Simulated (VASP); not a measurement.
# Sn (Fmmm) in VASP: a series of runs, part 3 of 3

VASP 6.6.1. The steps go on from the part before.

**4. Single point, r2SCAN**

This run uses another cell than the first one, of 27.07 Å³/atom, 1.007 times its volume.

File POSCAR:

```
Sn
1.0
   -1.8094101878      1.8094101878      2.0672418423
    1.8094101878     -1.8094101878      2.0672418423
    1.8094101878      1.8094101878     -2.0672418423
Sn
1
Direct
    0.0000000000      0.0000000000      0.0000000000
```

File INCAR.step1:

```
PREC     = Accurate       # precision mode
ENCUT    = 520            # plane-wave cutoff, eV
ISMEAR   = 0              # smearing method
SIGMA    = 0.1            # smearing width, eV
LREAL    = False          # projectors in reciprocal space
LASPH    = True           # aspherical terms in the spheres
NELM     = 100            # most SCF steps
NBANDS   = 13             # bands
GGA      = PE             # functional
ALGO     = Normal         # electronic algorithm
EDIFF    = 1E-4           # SCF threshold, eV
LWAVE    = True           # write WAVECAR
LCHARG   = False          # write CHGCAR
```

File INCAR.step2:

```
PREC     = Accurate       # precision mode
ENCUT    = 520            # plane-wave cutoff, eV
EDIFF    = 1E-7           # SCF threshold, eV
ISMEAR   = 0              # smearing method
SIGMA    = 0.1            # smearing width, eV
LREAL    = False          # projectors in reciprocal space
LASPH    = True           # aspherical terms in the spheres
NELM     = 100            # most SCF steps
ALGO     = Normal         # electronic algorithm
ISIF     = 2              # what is computed and relaxed
LWAVE    = False          # write WAVECAR
LCHARG   = True           # write CHGCAR
METAGGA  = R2SCAN         # meta-GGA
LMIXTAU  = True         
LELF     = True           # ELF
LVHAR    = True         
NBANDS   = 13             # bands
ISTART   = 1
```

File KPOINTS:

```
Automatic mesh
0
Gamma
  20 20 20
```

Potentials or basis: VASP PAW PBE potentials, release 64 (Sn_d).

Launch:

```bash
$ cat potpaw_PBE.64/Sn_d/POTCAR > POTCAR
$ cp INCAR.step1 INCAR
$ mpirun -np 1 vasp_std > vasp.out
$ cp INCAR.step2 INCAR
$ mpirun -np 1 vasp_std > vasp.out
```

OUTCAR:

```text
PREC = Accurate
   ENCUT = 520
   EDIFF = 1E-7
   ISMEAR = 0
   LREAL = False
   LASPH = True
   NELM = 100
   ISIF = 2
   METAGGA = R2SCAN
   ISTART = 1

 ion  position               nearest neighbor table
   1  0.000  0.000  0.000-

  LATTYP: Found a body centered tetragonal cell.
 ALAT       =     3.6188203756
 C/A-ratio  =     1.1424948617

  Lattice vectors:

 A1 = (  -1.8094101878,   1.8094101878,   2.0672418423)
 A2 = (   1.8094101878,  -1.8094101878,   2.0672418423)
 A3 = (   1.8094101878,   1.8094101878,  -2.0672418423)

Analysis of symmetry for initial positions (statically):
=====================================================================
 Subroutine PRICEL returns:
 Original cell was already a primitive cell.

 Routine SETGRP: Setting up the symmetry group for a
 body centered tetragonal supercell.

 Subroutine GETGRP returns: Found 16 space group operations
 (whereof 16 operations were pure point group operations)
 out of a pool of 16 trial point group operations.

The static configuration has the point symmetry D_4h.

Analysis of symmetry for dynamics (positions and initial velocities):
=====================================================================
 Subroutine PRICEL returns:
 Original cell was already a primitive cell.

 Routine SETGRP: Setting up the symmetry group for a
 body centered tetragonal supercell.

 Subroutine GETGRP returns: Found 16 space group operations
 (whereof 16 operations were pure point group operations)
 out of a pool of 16 trial point group operations.

The dynamic configuration has the point symmetry D_4h.

 Subroutine INISYM returns: Found 16 space group operations
 (whereof 16 operations are pure point group operations),
 and found     1 'primitive' translations

----------------------------------------------------------------------------------------

                                     Primitive cell

  volume of cell :      27.0723

  direct lattice vectors                    reciprocal lattice vectors
    -1.809410188  1.809410188  2.067241842     0.000000000  0.276333141  0.241868169
     1.809410188 -1.809410188  2.067241842     0.276333141  0.000000000  0.241868169
     1.809410188  1.809410188 -2.067241842     0.276333141  0.276333141  0.000000000

  length of vectors
     3.289592572  3.289592572  3.289592572     0.367233190  0.367233190  0.390794075

  position of ions in fractional coordinates (direct lattice)
     0.000000000  0.000000000  0.000000000

  ion indices of the primitive-cell ions
   primitive index   ion index
                 1           1

----------------------------------------------------------------------------------------

 KPOINTS: Automatic mesh

Automatic generation of k-mesh.
 Grid dimensions read from file:
 generate k-points for:   20   20   20

 Generating k-lattice:

  Cartesian coordinates                     Fractional coordinates (reciprocal lattice)
     0.000000000  0.013816657  0.012093408     0.050000000  0.000000000 -0.000000000
     0.013816657  0.000000000  0.012093408     0.000000000  0.050000000 -0.000000000
     0.013816657  0.013816657  0.000000000     0.000000000  0.000000000  0.050000000

  Length of vectors
     0.018361660  0.018361660  0.019539704

  Shift w.r.t. Gamma in fractional coordinates (k-lattice)
     0.000000000  0.000000000  0.000000000

 Subroutine IBZKPT returns following result:
 ===========================================

 Found    641 irreducible k-points:

 Following reciprocal coordinates:
            Coordinates               Weight
  0.000000  0.000000  0.000000      1.000000
  0.050000  0.000000 -0.000000      8.000000
  0.100000  0.000000 -0.000000      8.000000
  0.150000 -0.000000  0.000000      8.000000
  0.200000  0.000000 -0.000000      8.000000
  0.250000  0.000000 -0.000000      8.000000
[... 16 lines left out ...]
 -0.400000  0.050000  0.000000     16.000000
 -0.350000  0.050000  0.000000     16.000000
 [... further k-points ...]
   k-points           NKPTS =    641   k-points in BZ     NKDIM =    641   number of bands    NBANDS=     13
   number of dos      NEDOS =    301   number of ions     NIONS =      1
   total plane-waves  NPLWV =  13824
   dimension x,y,z NGX =    24 NGY =   24 NGZ =   24
   dimension x,y,z NGXF=    48 NGYF=   48 NGZF=   48
   ions per type =               1
   NGX,Y,Z   is equivalent  to a cutoff of  12.13, 12.13, 12.13 a.u.
   NGXF,Y,Z  is equivalent  to a cutoff of  24.26, 24.26, 24.26 a.u.
 SYSTEM =  unknown system
   PREC   = accura    normal or accurate (medium, high low for compatibility)
   ISTART =      1    job   : 0-new  1-cont  2-samecut
   ICHARG =      0    charge: 1-file 2-atom 10-const
   ISPIN  =      1    spin polarized calculation?
   LNONCOLLINEAR =      F non collinear calculations
   LSORBIT =      F    spin-orbit coupling
   LASPH  =      T    aspherical Exc in radial PAW
   ENCUT  =  520.0 eV  38.22 Ry    6.18 a.u.   6.12  6.12  6.12*2*pi/ulx,y,z
   NELM   =    100;   NELMIN=  2; NELMDL=  0     # of ELM steps
   EDIFF  = 0.1E-06   stopping-criterion for ELM
   LREAL  =      F    real-space projection
   EDIFFG = 0.1E-05   stopping-criterion for IOM
   NSW    =      0    number of steps for IOM
   IBRION =     -1    ionic relax: 0-MD 1-quasi-New 2-CG
   NFREE  =      0    steps in history (QN), initial steepest desc. (CG)
   ISIF   =      2    stress and relaxation
   ISYM   =      2    0-nonsym 1-usesym 2-fastsym
   POTIM  = 0.5000    time-step for ionic-motion
   TEBEG  =    0.0;   TEEND  =   0.0 temperature during run
   PSTRESS=    0.0 pullay stress
   NELECT =      14.0000    total number of electrons
   NUPDOWN=      -1.0000    fix difference up-down
   EMIN   =  10.00;   EMAX   =-10.00  energy-range for DOS
   EFERMI =   0.00;   METHOD = LEGACY
   ISMEAR =     0;   SIGMA  =   0.10  broadening in eV -4-tet -1-fermi 0-gaus
   EFERMI_NEDOS =   21; number of points for ismear=-14 and -15
   IALGO  =     38    algorithm
   IMIX   =      4    mixing-type and parameters
     AMIX     =   0.40;   BMIX     =  1.00
     AMIX_MAG =   1.60;   BMIX_MAG =  1.00
  volume/ion in A,a.u.               =      27.07       182.69
  Fermi-wavevector in a.u.,A,eV,Ry     =   1.314041  2.483178 23.493247  1.726705
  Thomas-Fermi vector in A             =   2.444322
   LORBIT       =      0    0 simple, 1 ext, 2 COOP (PROOUT), +10 PAW based schemes
   METAGGA = R2SCAN    functional components
   LHFCALC =     F    Hartree Fock is set to
   AEXX    =    0.0000 exact exchange contribution
   IVDW    =     0    specifies the selected vdW correction
   LEPSILON=     F    determine dielectric tensor
   LRPA    =     F    only Hartree local field effects (RPA)
 non-spin polarized calculation
 Gauss-broadening in eV      SIGMA  =   0.10
  energy-cutoff  :      520.00
  volume of cell :       27.07
 maximum number of plane-waves:       748
   NGX = 13   NGY = 13   NGZ = 13

 number of electron      14.0000009 magnetization

 Free energy of the ion-electron system (eV)
  ---------------------------------------------------
  ext. energy  EPLUGINS =         0.00000000
  ---------------------------------------------------
  free energy    TOTEN  =       -24.50869123 eV

  energy without entropy =      -24.50635674  energy(sigma->0) =      -24.50752399

 E-fermi :   8.1206     XC(G=0): -11.2892

 val. band max:        8.1177693453   @ k =  -0.3500   0.4500   0.2500
 cond. band min:       8.1239306260   @ k =   0.3000   0.2000   0.0500
 fundamental gap:      0.0061612807
 Fermi energy:         8.1206320692

 k-point     1 :       0.0000    0.0000    0.0000
  band No.  band energies     occupation
      1     -14.1843      2.00000
      2     -14.1842      2.00000
      3     -14.1487      2.00000
      4     -14.0686      2.00000
      5     -14.0128      2.00000
      6      -3.6099      2.00000
      7      16.1964      0.00000
      8      16.6005      0.00000
      9      16.6005      0.00000
     10      19.9761      0.00000
     11      20.6575      0.00000
     12      20.6576      0.00000
     13      21.8257      0.00000
[... 353 lines left out ...]
 k-point    24 :      -0.3500    0.0500    0.0000
  band No.  band energies     occupation
      1     -14.1963      2.00000
      2     -14.1521      2.00000
      3     -14.0738      2.00000
      4     -14.0268      2.00000
      5     -14.0091      2.00000
      6      -1.1584      2.00000
      7       6.9886      2.00000
      8      13.0720      0.00000
      9      14.6793      0.00000
     10      18.1914      0.00000
     11      18.3602      0.00000
     12      19.8638      0.00000
     13      24.9385      0.00000

 [... further k-points ...]

------------------------ aborting loop because EDIFF is reached ----------------------------------------

  FORCE on cell =-STRESS in cart. coord.  units (eV):
  Direction    XX          YY          ZZ          XY          YZ          ZX
  --------------------------------------------------------------------------------------
  -------------------------------------------------------------------------------------
  Total       -0.0000727     -0.0000727      0.0024767      0.0000000      0.0000000      0.0000000
  in kB       -0.0043042     -0.0043042      0.1465740      0.0000000      0.0000000      0.0000000
  external PRESSURE =       0.0459885 kB  Pullay stress =       0.0000000 kB

 VOLUME and BASIS-vectors are now :
 -----------------------------------------------------------------------------
  energy-cutoff  :      520.00
  volume of cell :       27.07
      direct lattice vectors                 reciprocal lattice vectors
    -1.809410188  1.809410188  2.067241842     0.000000000  0.276333141  0.241868169
     1.809410188 -1.809410188  2.067241842     0.276333141  0.000000000  0.241868169
     1.809410188  1.809410188 -2.067241842     0.276333141  0.276333141  0.000000000

 POSITION                                       TOTAL-FORCE (eV/Angst)
 -----------------------------------------------------------------------------------
      0.00000      0.00000      0.00000         0.000000     -0.000000      0.000000
 -----------------------------------------------------------------------------------
    total drift:                                0.000000      0.000000     -0.000000

  FREE ENERGIE OF THE ION-ELECTRON SYSTEM (eV)
  ---------------------------------------------------
  free  energy   TOTEN  =       -24.5086912297 eV

  energy  without entropy=      -24.5063567425  energy(sigma->0) =      -24.50752399
```

Wall time 3.1 min (1 thread of Intel Xeon 6975P-C (Granite Rapids), shared host); peak memory 0.31 GiB.

What came out:

* Free energy: -24.5087 eV
* Pressure: 0.0 GPa
* Band gap on the k mesh: none (metal or under the smearing width)

Caveat: the PAW data sets were made with another functional, which shifts forces and pressure a little.

**5. The runs side by side**

| task | cell | k mesh | cutoff (eV) | mesh quality | gap on the mesh (eV) | pressure (GPa) |
| --- | --- | --- | --- | --- | --- | --- |
| single point | Fmmm, 26.88 Å³/atom | 6 × 6 × 6 | 520 | coarse | none | 0.2 |
| relaxation of cell and atoms | relaxed | 6 × 6 × 6 | 600 | coarse | none | 0.0 |
| single point | I4/mmm, 27.07 Å³/atom | 20 × 20 × 20 | 520 | not flagged | none | 0.0 |

Alike in all rows: level r2SCAN; potentials or basis VASP PAW PBE potentials, release 64 (Sn_d); no spin polarisation; smearing gaussian 0.1 eV.

Caveats: some runs use coarse meshes; the PAW data sets were made with another functional, which shifts forces and pressure a little.

Absolute energies hang on the potentials; compare differences alone.
